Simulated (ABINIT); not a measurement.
# TiO2 (C2/c) in ABINIT: reference runs

Reference runs on TiO2: the cell as given and a disturbed copy.

Program: ABINIT 10.8.3 (patched build). These are calculated values, not measurements. Logs are shortened: lines on timing, memory, paths and dates and some standing lists are left out, and cuts for length are marked. The log counts tension as positive stress, the text compression.

## Step 1: The structure

Symmetry: C2/c, No. 15, monoclinic system. The conventional cell has a = 5.412 Å, b = 5.413 Å, c = 5.472 Å, α = 90.00°, β = 118.77°, γ = 90.00°. Ti (site symmetry 2) has 6 O at 1.93 to 2.00 Å as nearest neighbours. O (site symmetry 1) is surrounded by 3 Ti at 1.93 to 2.00 Å.

The cell is a database's computed one.

## Step 2: Single point, PBE

run.abi reads:

```
# Pseudopotentials
pp_dirpath "./"
pseudos "Ti.GGA_PBE-JTH.xml, O.GGA_PBE-JTH.xml"

# Structure
acell 3.8273491215 3.8273491215 5.4720391115 Angstrom
rprim
     0.7070256499    -0.7071879032     0.0000000000
     0.7070256499     0.7071879032     0.0000000000
    -0.4812705001     0.0000000000     0.8765721338
ntypat 2
znucl 22 8
natom 6
typat 1 1 2 2 2 2
xred
     0.8658900000     0.1341100000     0.7500000000
     0.1341100000     0.8658900000     0.2500000000
     0.0887550000     0.3312210000     0.1671490000
     0.9112450000     0.6687790000     0.8328510000
     0.6687790000     0.9112450000     0.3328510000
     0.3312210000     0.0887550000     0.6671490000
chkprim 0
chksymtnons 0
tolsym 1.0e-6

# Plane-wave basis
ecut 23.0
pawecutdg 45.0
pawxcdev 0

# k points
kptopt 1
ngkpt 8 8 6
nshiftk 1
shiftk 0.0 0.0 0.0

# Exchange and correlation
ixc 11

# Bands and occupations
nband 29
occopt 3
tsmear 0.05 eV

# SCF cycle
nstep 100
tolvrs 1.0e-9

# Output
iomode 3
prtwf 0
prtden 0
prteig 0
prtebands 0
```

Potentials or basis: JTH PAW PBE v2.0.

The run is started by

```console
abinit run.abi > log 2>&1
```

run.abo:

```text
.Version 10.8.3 of ABINIT
 Symmetries : space group C2/c (# 15); Bravais mC (1-face-center monocl.)
================================================================================
 Values of the parameters that define the memory need of the present run
     intxc =       0    ionmov =       0      iscf =      17    lmnmax =      18
     lnmax =       6     mgfft =      48  mpssoang =       3    mqgrid =    3001
     natom =       6  nloc_mem =       2    nspden =       1   nspinor =       1
    nsppol =       1      nsym =       4    n1xccc =       1    ntypat =       2
    occopt =       3   xclevel =       2
       mpw =        2512          nfft =       49152          nkpt =         114
 PAW method is used; the additional fine FFT grid is defined by:
   mgfftf=        64    nfftf =    129600
================================================================================
================================================================================

--------------------------------------------------------------------------------
------------- Echo of variables that govern the present computation ------------
--------------------------------------------------------------------------------
 -outvars: echo values of preprocessed input variables --------
            acell      7.2326416279E+00  7.2326416279E+00  1.0340655271E+01 Bohr
              amu      4.78800000E+01  1.59994000E+01
          chkprim           0
      chksymtnons           0
             ecut      2.30000000E+01 Hartree
                       outvar_i_n : Printing only first  50 k-points.
              ixc          11
                       outvar_i_n : Printing only first  50 k-points.
         kptrlatt        8    0    0      0    8    0      0    0    6
          kptrlen      5.78611330E+01
            natom           6
            nband          29
            ngfft          32      32      48
          ngfftdg          45      45      64
             nkpt         114
            nstep         100
             nsym           4
           ntypat           2
                       prtocc : prtvol=0, do not print more k-points.
           occopt           3
        pawecutdg      4.50000000E+01 Hartree
         pawxcdev           0
           prtden           0
        prtebands           0
           prteig           0
            prtwf           0
            rprim      7.0702564990E-01 -7.0718790320E-01  0.0000000000E+00
                       7.0702564990E-01  7.0718790320E-01  0.0000000000E+00
                      -4.8127050010E-01  0.0000000000E+00  8.7657213380E-01
          spgroup          15
           tolsym      1.00000000E-06
           tolvrs      1.00000000E-09
           tsmear      1.83746611E-03 Hartree
            typat      1  1  2  2  2  2
           useylm           1
                       outvars : Printing only first  50 k-points.
           xangst      7.3088575020E-01 -1.9806759959E+00  3.5974777502E+00
                       2.0476512501E+00  1.9806759959E+00  1.1991592501E+00
                       6.9627726211E-01  6.5627181124E-01  8.0175307795E-01
                       2.0822597382E+00 -6.5627181124E-01  3.9948839223E+00
                       3.3990252381E+00  6.5627181124E-01  1.5965654222E+00
                      -6.2048823776E-01 -6.5627181124E-01  3.2000715780E+00
            xcart      1.3811738972E+00 -3.7429351765E+00  6.7982476918E+00
                       3.8695000640E+00  3.7429351765E+00  2.2660825639E+00
                       1.3157733331E+00  1.2401739874E+00  1.5150937379E+00
                       3.9349006281E+00 -1.2401739874E+00  7.5492365179E+00
                       6.4232267950E+00  1.2401739874E+00  3.0170713900E+00
                      -1.1725528337E+00 -1.2401739874E+00  6.0472588658E+00
             xred      8.6589000000E-01  1.3411000000E-01  7.5000000000E-01
                       1.3411000000E-01  8.6589000000E-01  2.5000000000E-01
                       8.8755000000E-02  3.3122100000E-01  1.6714900000E-01
                       9.1124500000E-01  6.6877900000E-01  8.3285100000E-01
                       6.6877900000E-01  9.1124500000E-01  3.3285100000E-01
                       3.3122100000E-01  8.8755000000E-02  6.6714900000E-01
            znucl       22.00000    8.00000

================================================================================

 chkinp: Checking input parameters for consistency.

================================================================================
== DATASET  1 ==================================================================

--- !DatasetInfo
iteration_state: {dtset: 1, }
dimensions: {natom: 6, nkpt: 114, mband: 29, nsppol: 1, nspinor: 1, nspden: 1, mpw: 2512, }
cutoff_energies: {ecut:  23.0, pawecutdg:  45.0, }
electrons: {nelect:   4.80000000E+01, charge:   0.00000000E+00, occopt:   3.00000000E+00, tsmear:   1.83746611E-03, }
meta: {optdriver: 0, ionmov: 0, optcell: 0, iscf: 17, paral_kgb: 0, }
...

 Exchange-correlation functional for the present dataset will be:
[... 131 lines left out ...]
 rms dE/dt=  1.0855E-02; max dE/dt=  2.1763E-02; dE/dt below (all hartree)
    1      -0.005946909790      0.005946909790      0.000000000000
    2       0.005946909790     -0.005946909790      0.000000000000
    3       0.002597933031     -0.003808414320      0.021763008862
    4      -0.002597933031      0.003808414320     -0.021763008862
    5       0.003808414320     -0.002597933031     -0.021763008862
    6      -0.003808414320      0.002597933031      0.021763008862

 cartesian coordinates (angstrom) at end:
    1      0.73088575020396    -1.98067599593509     3.59747775015346
    2      2.04765125008314     1.98067599593509     1.19915925005115
    3      0.69627726211494     0.65627181124163     0.80175307794720
    4      2.08225973817216    -0.65627181124163     3.99488392225741
    5      3.39902523805135     0.65627181124163     1.59656542215510
    6     -0.62048823776425    -0.65627181124163     3.20007157804951

 cartesian forces (hartree/bohr) at end:
    1     -0.00000000000000    -0.00116267833696     0.00000000000000
    2      0.00000000000000     0.00116267833696    -0.00000000000000
    3      0.00011835755064     0.00062625141012    -0.00233596789651
    4     -0.00011835755064    -0.00062625141012     0.00233596789651
    5     -0.00011835755064     0.00062625141012     0.00233596789651
    6      0.00011835755064    -0.00062625141012    -0.00233596789651
 frms,max,avg= 1.2054373E-03 2.3359679E-03   0.000E+00  0.000E+00  0.000E+00 h/b

 cartesian forces (eV/Angstrom) at end:
    1     -0.00000000000000    -0.05978732393684     0.00000000000000
    2      0.00000000000000     0.05978732393684    -0.00000000000000
    3      0.00608618995946     0.03220314229026    -0.12012029887853
    4     -0.00608618995946    -0.03220314229026     0.12012029887853
    5     -0.00608618995946     0.03220314229026     0.12012029887853
    6      0.00608618995946    -0.03220314229026    -0.12012029887853
 frms,max,avg= 6.1986078E-02 1.2012030E-01   0.000E+00  0.000E+00  0.000E+00 e/A
 length scales=  7.232641627869  7.232641627869 10.340655270991 bohr
              =  3.827349121500  3.827349121500  5.472039111500 angstroms
 Fermi (or HOMO) energy (hartree) =   0.15219   Average Vxc (hartree)=  -0.37835
 Eigenvalues (hartree) for nkpt= 114  k points:
 kpt#   1, nband= 29, wtk=  0.00260, kpt=  0.0000  0.0000  0.0000 (reduced coord)
  -1.96235   -1.96040   -1.09626   -1.08833   -1.08831   -1.08609   -1.08600   -1.08326
  -0.53210   -0.49598   -0.49155   -0.47953   -0.02758   -0.02399   -0.02351   -0.00966
   0.03836    0.03906    0.04037    0.08323    0.08451    0.08588    0.09598    0.09619
   0.18806    0.21427    0.25239    0.25285    0.25434
      occupation numbers for kpt#   1
   2.00000    2.00000    2.00000    2.00000    2.00000    2.00000    2.00000    2.00000
   2.00000    2.00000    2.00000    2.00000    2.00000    2.00000    2.00000    2.00000
   2.00000    2.00000    2.00000    2.00000    2.00000    2.00000    2.00000    2.00000
   0.00000    0.00000    0.00000    0.00000    0.00000
 prteigrs : prtvol=0 or 1, do not print more k-points.

--- !EnergyTerms
iteration_state     : {dtset: 1, }
comment             : Components of total free energy in Hartree
kinetic             :  4.56881998964548E+01
hartree             :  4.99057894090749E+01
xc                  : -1.83738450848899E+01
Ewald energy        : -1.20907976934493E+02
psp_core            :  7.02121659357814E+00
local_psp           : -1.49535061165138E+02
PAW spherical_terms :  3.93972852929238E+00
internal            : -1.82261948756121E+02
'-kT*entropy'       : -2.74609480274286E-12
total_energy        : -1.82261948756124E+02
total_energy_eV     : -4.95960028554808E+03
...

--- !EnergyTermsDC
iteration_state     : {dtset: 1, }
comment             : '"Double-counting" decomposition of free energy'
band_energy         : -2.42489554639179E+01
Ewald energy        : -1.20907976934493E+02
psp_core            :  7.02121659357814E+00
xc_dc               : -4.55974312427427E+01
PAW spherical_terms :  1.47118557820807E+00
internal            : -1.82261961469367E+02
'-kT*entropy'       : -2.74609480274286E-12
total_energy_dc     : -1.82261961469370E+02
total_energy_dc_eV  : -4.95960063149314E+03
...

--- !EnergyTermsWithPAWCore
iteration_state     : {dtset: 1, }
comment             : 'Components of total free energy, including PAW core contributions'
Total energy        : -2.00903044406410E+03
Total energy DC     : -2.00903045677735E+03
Total energy (eV)   : -5.46685033933630E+04
Total energy DC (eV): -5.46685037393080E+04
...

 Cartesian components of stress tensor (hartree/bohr^3)
  sigma(1 1)=  5.55540840E-05  sigma(3 2)=  0.00000000E+00
  sigma(2 2)=  5.66783607E-05  sigma(3 1)=  8.42888835E-06
  sigma(3 3)=  3.38300614E-05  sigma(2 1)=  0.00000000E+00

-Cartesian components of stress tensor (GPa)         [Pressure= -1.4324E+00 GPa]
- sigma(1 1)=  1.63445758E+00  sigma(3 2)=  0.00000000E+00
- sigma(2 2)=  1.66753494E+00  sigma(3 1)=  2.47986457E-01
- sigma(3 3)=  9.95314768E-01  sigma(2 1)=  0.00000000E+00

== END DATASET(S) ==============================================================
================================================================================

 -outvars: echo values of variables after computation  --------
            acell      7.2326416279E+00  7.2326416279E+00  1.0340655271E+01 Bohr
           etotal     -1.8226196147E+02
            fcart     -1.4755503308E-21 -1.1626783370E-03  3.4119547576E-21
                       1.9545586539E-20  1.1626783370E-03 -3.4119547576E-21
                       1.1835755064E-04  6.2625141012E-04 -2.3359678965E-03
                      -1.1835755064E-04 -6.2625141012E-04  2.3359678965E-03
                      -1.1835755064E-04  6.2625141012E-04  2.3359678965E-03
                       1.1835755064E-04 -6.2625141012E-04 -2.3359678965E-03
            rprim      7.0702564990E-01 -7.0718790320E-01  0.0000000000E+00
                       7.0702564990E-01  7.0718790320E-01  0.0000000000E+00
                      -4.8127050010E-01  0.0000000000E+00  8.7657213380E-01
           strten      5.5554084031E-05  5.6678360692E-05  3.3830061359E-05
                       0.0000000000E+00  8.4288883480E-06  0.0000000000E+00
           xangst      7.3088575020E-01 -1.9806759959E+00  3.5974777502E+00
                       2.0476512501E+00  1.9806759959E+00  1.1991592501E+00
                       6.9627726211E-01  6.5627181124E-01  8.0175307795E-01
                       2.0822597382E+00 -6.5627181124E-01  3.9948839223E+00
                       3.3990252381E+00  6.5627181124E-01  1.5965654222E+00
                      -6.2048823776E-01 -6.5627181124E-01  3.2000715780E+00
             xred      8.6589000000E-01  1.3411000000E-01  7.5000000000E-01
                       1.3411000000E-01  8.6589000000E-01  2.5000000000E-01
                       8.8755000000E-02  3.3122100000E-01  1.6714900000E-01
                       9.1124500000E-01  6.6877900000E-01  8.3285100000E-01
                       6.6877900000E-01  9.1124500000E-01  3.3285100000E-01
                       3.3122100000E-01  8.8755000000E-02  6.6714900000E-01
 Calculation completed.
```

Wall time 7 min (1 thread of Arm Neoverse V2, shared host); peak memory 0.33 GiB.

What came out:

| Property | Result |
| --- | --- |
| Free energy | -4959.6006 eV |
| Pressure | -1.4 GPa |
| Largest force | 0.125 eV/Å |
| Band gap on the k mesh | 2.07 eV, indirect (least direct gap 2.40 eV) |

Forces on the atoms (eV/Å):
```
Ti   0.000 -0.060  0.000
Ti   0.000  0.060  0.000
O    0.006  0.032 -0.120
O   -0.006 -0.032  0.120
O   -0.006  0.032  0.120
O    0.006 -0.032 -0.120
```

Levels at points of the mesh, in eV from the valence-band top:
```csv
k point,band 22,band 23,band 24,band 25,band 26,band 27
"(0.00, 0.00, 0.00)",-0.71,-0.44,-0.43,2.07,2.78,3.82
"(0.50, 0.00, 0.00)",-0.89,-0.85,-0.61,3.21,3.36,3.39
"(0.50, 0.50, 0.00)",-1.84,-0.01,0.00,3.23,3.26,3.52
"(0.00, 0.00, 0.50)",-1.23,-0.12,-0.12,2.41,2.41,3.65
"(0.50, 0.00, 0.50)",-0.88,-0.85,-0.62,3.07,3.46,3.49
"(0.50, 0.50, 0.50)",-1.99,-0.02,-0.02,3.25,3.25,3.70
```

Caveat: the atomic spheres overlap. A k mesh can miss the band edges.

[end of part 1 of 2]
